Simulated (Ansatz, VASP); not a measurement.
One calculation of InSe, two programs

```
Se In
1.0
     4.00672    0.00000    0.00000
    -2.00336    3.46992    0.00000
     0.00000    0.00000   21.33614
Se In
2 2
Direct
  0.66667 0.33333 0.37495
  0.66667 0.33333 0.62505
  0.33333 0.66667 0.43472
  0.33333 0.66667 0.56528
```

Alike in both runs: task single point; functional PBEsol; k mesh 12 × 12 × 1; occupations gaussian, width 0.03 eV; no spin polarisation.

```csv
,VASP,Ansatz
version,VASP 6.6.1,Ansatz 0.2.0
potentials or method,"VASP PAW PBE potentials, release 64 (Se, In_d)","scalar-relativistic, plane waves, PAW"
plane-wave cutoff (eV),520,420
valence electrons in the cell,38,58
```

|  | VASP | Ansatz | Ansatz less VASP |
| --- | --- | --- | --- |
| gap on the k mesh at the Fermi level (eV) | 1.58 | 1.59 | +0.011 |
| least direct gap on the mesh (eV) | 1.65 | 1.66 | +0.009 |
| rms of the force components (eV/Å) | 0.039 | 0.028 | -0.0104 |

The two sets of potentials don't hold the same shells in valence. Ansatz warned: «pseudo_functional_mismatch».

Caveats: the PAW data sets were made with another functional, which shifts forces and pressure a little (VASP); spin-orbit coupling is left out, which moves the levels of the heavy elements. A hybrid or GW would open this gap; PBEsol tends to underestimate it.
